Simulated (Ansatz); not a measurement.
A plane-wave DFT run in Ansatz 0.2.0 (scalar-relativistic PAW potentials unless the input names others): input and command.

```yaml
crystal:
  lattice:
    - [3.2702526708, 0.0, 0.0]
    - [-1.6351263354, 2.8321218897, 0.0]
    - [0.0, 0.0, 16.9944412198]
  atoms:
    - { symbol: W, position: [0.0, 0.0, 0.0] }
    - { symbol: Se, position: [0.3333333333, 0.6666666667, 0.098426734] }
    - { symbol: Se, position: [0.3333333333, 0.6666666667, 0.901573266] }
  symmetry: { detect: false }
basis:
  ecutwfc: 420
kpoints:
  mp_grid: { grid: [12, 12, 2] }
hamiltonian:
  xc: pbesol
  hubbard: { sites: [{ species: W, l: d, u_eff: 2.0 }], double_counting: amf }
scf:
  occupations: { method: gaussian, width: 0.02 }
output:
  forces: true
  eigenvalues: true
  stress: true
```

```bash
ansatz run input.yaml --threads 1 --pin off --max-ram 2560MiB --backend cpu --events-out ev --progress --plain --runs-dir out
```

Abridged log:
```
W: projections on atomic orbitals take those of the free atom [Kr 4d10 4f14] 5s2 5p6 5d4 6s2, of charge +0.00 (hamiltonian.pseudopotentials.projection_atoms); the dataset's partial waves leave at most 6.5e-5 of an orbital's norm unspanned inside its sphere
Se: projections on atomic orbitals take those of the free atom [Ar] 3d10 4s2 4p4, of charge +0.00 (hamiltonian.pseudopotentials.projection_atoms); the dataset's partial waves leave at most 2.3e-6 of an orbital's norm unspanned inside its sphere
Pseudopotentials: kind: paw
Pseudopotential: W, paw, valence charge 14, recommended cutoff 420 eV (normal)
Pseudopotential: Se, paw, valence charge 16, recommended cutoff 420 eV (normal)
Functional definition: PBEsol
Crystal: 3 atoms, lattice volume = 157.398 Å³
Basis set: ecut = 420 eV, 3153 PW (Γ), exchange–correlation on 48×48×240 points (8 copies of the dense FFT grid, shifted against one another)
Bands: 28, of which v1, the nominal top of the filled ones, is band 23 counted from 1 (22 counted from 0)
Symmetry: 1 space group operations
k-points: 148 of 288 (time reversal used)
Initial density: superposition of atomic densities (neutral atoms: chi_scale 0, normalization atom)
Initial wavefunctions: pseudopotential atomic-orbital guess
Functional: x = pbesol(κ = 0.804, μ = 0.12345679), c = pbesol(β = 0.046)
SCF iter   1: F=—  HF=-21107.060199 eV  |F-HF|=—  |Δ(HF+E_count)|=         —  Δρ=2.08e-2  dr2=1.21e0  ethr=2.60e-3  ⟨swp⟩=1.0  Hψ=26036  notcnv=0
SCF iter   2: F=—  HF=-21106.783445 eV  |F-HF|=—  |Δ(HF+E_count)|=   2.77e-1  Δρ=1.13e-2  dr2=1.91e-1  ethr=2.60e-3  ⟨swp⟩=2.6  Hψ=6663  notcnv=0  defer=21
SCF iter   3: F=—  HF=-21106.756397 eV  |F-HF|=—  |Δ(HF+E_count)|=   2.70e-2  Δρ=5.43e-3  dr2=1.56e-1  ethr=4.16e-4  ⟨swp⟩=3.0  Hψ=7859  notcnv=0  defer=131
SCF iter   4: F=—  HF=-21106.735612 eV  |F-HF|=—  |Δ(HF+E_count)|=   2.08e-2  Δρ=1.66e-3  dr2=6.73e-3  ethr=3.39e-4  ⟨swp⟩=2.1  Hψ=5628  notcnv=0  defer=136
SCF iter   5: F=—  HF=-21106.736031 eV  |F-HF|=—  |Δ(HF+E_count)|=   4.19e-4  Δρ=3.94e-4  dr2=3.14e-4  ethr=1.46e-5  ⟨swp⟩=2.4  Hψ=6242  notcnv=0  defer=148
SCF iter   6: F=—  HF=-21106.736307 eV  |F-HF|=—  |Δ(HF+E_count)|=   2.76e-4  Δρ=1.44e-4  dr2=5.51e-5  ethr=6.83e-7  ⟨swp⟩=2.2  Hψ=7351  notcnv=0  defer=148
SCF iter   7: F=—  HF=-21106.736283 eV  |F-HF|=—  |Δ(HF+E_count)|=   2.38e-5  Δρ=3.13e-5  dr2=2.42e-6  ethr=1.20e-7  ⟨swp⟩=2.7  Hψ=8047  notcnv=0  defer=148
SCF iter   8: F=—  HF=-21106.736284 eV  |F-HF|=—  |Δ(HF+E_count)|=   1.60e-6  Δρ=9.06e-6  dr2=7.40e-7  ethr=5.26e-9  ⟨swp⟩=2.0  Hψ=5284  notcnv=0  defer=148
SCF iter   9: F=—  HF=-21106.736284 eV  |F-HF|=—  |Δ(HF+E_count)|=   8.28e-8  Δρ=7.76e-6  dr2=8.66e-7  ethr=1.61e-9  ⟨swp⟩=2.0  Hψ=4874  notcnv=0  defer=148
SCF iter  10: F=-21106.736284 eV  HF=-21106.736284 eV  |F-HF|=6.33e-9  |Δ(HF+E_count)|=   6.72e-8  Δρ=1.47e-6  dr2=6.20e-9  ethr=2.17e-10  ⟨swp⟩=11.2  Hψ=19769  notcnv=0
SCF 1 converged in 10 iterations: F = -21106.736284 eV  dr2 = 6.20e-9
SCF converged after 10 iterations
Free energy (F): -21106.736284 eV
Harris-Foulkes:  -21106.736284 eV  (|F-HF|=6.33e-9)
Internal energy: -21106.736284 eV  (E = F + TS)
E sigma→0 (E₀):  -21106.736284 eV
Fermi energy:    2.463030 eV
DFT+U double counting: amf (around mean field; hamiltonian.hubbard.double_counting)
--- Forces (eV/Å), atoms counted from 1 ---
  atom   1  W     -0.00000005    -0.00000003    -0.00001962
  atom   2  Se     0.00000003     0.00000002     0.00061589
  atom   3  Se     0.00000004     0.00000001    -0.00061207
--- Stress (GPa, compression-positive) ---
        0.029396       0.000000       0.000000
        0.000000       0.029396       0.000000
        0.000000       0.000000       0.001957
  P = ⅓ Tr σ = 0.0202 GPa (0.202 kbar)
Occupation matrices written to <dir>
```

Apart from outputs, empty bands and the relaxation, which only the reference makes, the input differs from a reference run on usual settings in crystal.symmetry: not typed → {"detect": false}; hamiltonian.hubbard: not typed → {"sites": [{"species": "W", "l": "d", "u_eff": 2.0}], "double_counting": "amf"}. The reference, at the same geometry, ended its own course with pressure 0.00 GPa, largest force 0.000 eV/Å, gap on the mesh 1.69 eV. This run converged in 10 SCF iterations with an energy at zero smearing 3.67 meV/atom below the reference's (the Hamiltonian itself differs), pressure 0.02 GPa, largest force 0.001 eV/Å, gap on the mesh 1.63 eV.

It took 45 s on 1 thread of Intel(R) Xeon(R) Platinum 8488C (Sapphire Rapids), on a shared host, peak memory 1 GiB.